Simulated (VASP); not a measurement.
Here is a VASP 6.6.1 calculation.

The input INCAR:

```
ALGO = Fast
DIPOL = 0.5 0.5 0.500
EDIFF = 1E-7
ENCUT = 520
GGA = PS
IDIPOL = 3
ISIF = 2
ISMEAR = 0
KPAR = 8
LASPH = True
LCHARG = True
LDIPOL = True
LREAL = False
LVACPOTAV = True
LVHAR = True
LWAVE = False
NELM = 80
PREC = Accurate
SIGMA = 0.05
```

File KPOINTS:

```
k-points
0
Gamma
  4 6 1
```

File POSCAR:

```
AlP
1.0
    5.4510000000      0.0000000000      0.0000000000
    0.0000000000      3.8544390640      0.0000000000
    0.0000000000      0.0000000000     23.4905367259
Al P
8 8
Direct
    0.5000000000      0.5000000000      0.2128516712
    0.0000000000      0.0000000000      0.2948940509
    0.5000000000      0.5000000000      0.3769364306
    0.0000000000      0.0000000000      0.4589788102
    0.5000000000      0.5000000000      0.5410211898
    0.0000000000      0.0000000000      0.6230635694
    0.5000000000      0.5000000000      0.7051059491
    0.0000000000      0.0000000000      0.7871483288
    0.7500000000      0.0000000000      0.2128516712
    0.2500000000      0.5000000000      0.2948940509
    0.7500000000      0.0000000000      0.3769364306
    0.2500000000      0.5000000000      0.4589788102
    0.7500000000      0.0000000000      0.5410211898
    0.2500000000      0.5000000000      0.6230635694
    0.7500000000      0.0000000000      0.7051059491
    0.2500000000      0.5000000000      0.7871483288
```

Potentials or basis: VASP PAW PBE potentials, release 64 (Al, P).

Run with:

```console
$ cat potpaw_PBE.64/Al/POTCAR potpaw_PBE.64/P/POTCAR > POTCAR
$ mpirun -np 8 vasp_std > vasp.out
```

Q: Estimate the ionisation potential of the upper face.

A: 4.96 eV.

Q: What does it give for the largest force?

A: 1.969 eV/Å.

Q: What does it give for the band gap on the k mesh?

A: 1.04 eV, indirect (least direct gap 1.11 eV).

Forces in eV/Å, atoms in the order of the input:
```
Al   1.343  0.000  1.441
Al  -0.379  0.000  0.023
Al   0.257  0.000  0.090
Al  -0.040  0.000 -0.026
Al  -0.040  0.000  0.026
Al   0.257  0.000 -0.090
Al  -0.379  0.000 -0.023
Al   1.343  0.000 -1.441
P   -0.583  0.000 -1.211
P   -0.551  0.000 -0.529
P   -0.005  0.000  0.130
P   -0.042  0.000 -0.096
P   -0.042  0.000  0.096
P   -0.005  0.000 -0.130
P   -0.551  0.000  0.529
P   -0.583  0.000  1.211
```

Caveat: the PAW data sets were made with another functional, which shifts forces and pressure a little. PBEsol gaps usually lie below the measured ones, often by a third to a half.
